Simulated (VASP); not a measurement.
A run of VASP 6.6.1 is set up as follows.

File INCAR:

```
PREC = Accurate ; ENCUT = 450
EDIFF = 1E-6 ; ISMEAR = 0
SIGMA = 0.02 ; LREAL = F
LASPH = T ; NELM = 80
ALGO = Normal ; ISIF = 2
LWAVE = F ; LCHARG = F
GGA = PE ; NBANDS = 8
```

Contents of KPOINTS:

```
regular mesh
0
Gamma
  5 5 5
```

POSCAR

```
LiH
1.0
    0.0000000000      2.0367500000      2.0367500000
    2.0367500000      0.0000000000      2.0367500000
    2.0367500000      2.0367500000      0.0000000000
Li H
1 1
Direct
    0.0000000000      0.0000000000      0.0000000000
    0.5000000000      0.5000000000      0.5000000000
```

Potentials or basis: VASP PAW PBE potentials, release 64 (Li_GW, H_GW).

The run is started by

```bash
$ cat potpaw_PBE.64/Li_GW/POTCAR potpaw_PBE.64/H_GW/POTCAR > POTCAR
$ mpirun -np 1 vasp_std > vasp.out
```

Q: What does it give for the band gap on the k mesh?

A: 3.98 eV, direct.

Q: Estimate the pressure.

A: -2.3 GPa.

Caveat: the k mesh is coarse (spacing up to 0.53 Å⁻¹), so the values aren't converged; an odd mesh through Γ misses points on the zone boundary, where band edges often lie. Expect the measured gap to be larger: semilocal functionals such as PBE lack the derivative discontinuity.
